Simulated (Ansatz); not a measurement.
Wires are cut from relaxed bulk ZnO (P6_3mc, 12.33 Å³/atom, gap on the mesh 0.74 eV); atoms and period are relaxed, and energies count from that bulk. Caps count from half an H2 molecule.

The calculation used DFT PBE, scalar-relativistic, plane waves, PAW in Ansatz 0.2.0.

Cutoff 420 eV, Gaussian smearing of 0.05 eV, energies at zero smearing, symmetry of each start kept, no spin polarisation.

```json
{"start": "[001] wire, 8 host atoms a period with H caps", "atoms": "20", "k mesh": "1×1×6", "excess energy (eV per host atom)": "0.662", "line energy (eV/Å)": "1.035", "period (Å)": "5.120", "gap on the mesh (eV)": "2.70", "highest filled level or Fermi level under vacuum (eV)": "5.98"}
{"start": "[001] wire, 14 host atoms a period with H caps", "atoms": "28", "k mesh": "1×1×6", "excess energy (eV per host atom)": "0.227", "line energy (eV/Å)": "0.603", "period (Å)": "5.276", "gap on the mesh (eV)": "4.10", "highest filled level or Fermi level under vacuum (eV)": "6.70"}
```

Each run keeps its start's symmetry and one magnetic start, so lower states can exist.